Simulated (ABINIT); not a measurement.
The system is BN.

```
CELL_PARAMETERS angstrom
0.00000 1.81300 1.81300
1.81300 0.00000 1.81300
1.81300 1.81300 0.00000
ATOMIC_POSITIONS crystal
N 0.25000 0.25000 0.25000
B 0.00000 0.00000 0.00000
```

The cell is a database's computed one.

Base run:

| Property | Result |
| --- | --- |
| Program | ABINIT 10.8.3 (patched build) |
| Functional | r2SCAN |
| Potentials or basis | JTH PAW LDA v2.0 |
| Cutoff | 816 eV |
| k mesh | 13 × 13 × 13 |
| Occupations | fermi-dirac, width 0.05 eV |
| Spin | no spin polarisation |

Its results: band gap on the k mesh 5.02 eV, indirect (least direct gap 9.45 eV); pressure -2.8 GPa.

Question: After a change of settings the same cell gave: band gap on the k mesh 5.01 eV, indirect (least direct gap 9.42 eV); pressure -4.0 GPa. Which change was it?
A. functional from r2SCAN to SCAN; potentials or basis from JTH PAW LDA v2.0 to JTH PAW PBE v2.0
B. functional from r2SCAN to PBEsol; potentials or basis from JTH PAW LDA v2.0 to PseudoDojo NC SR PBEsol v0.4 stringent; cutoff from 816 eV to 1143 eV
C. potentials or basis from JTH PAW LDA v2.0 to JTH PAW PBE v2.0; k mesh from 13 × 13 × 13 to 17 × 17 × 17
D. potentials or basis from JTH PAW LDA v2.0 to JTH PAW PBE v2.0; k mesh from 13 × 13 × 13 to 10 × 10 × 10

Answer: A.

Caveats: the PAW data sets were made with another functional, which shifts forces and pressure a little.

Runs at the PBE level aren't shown here.
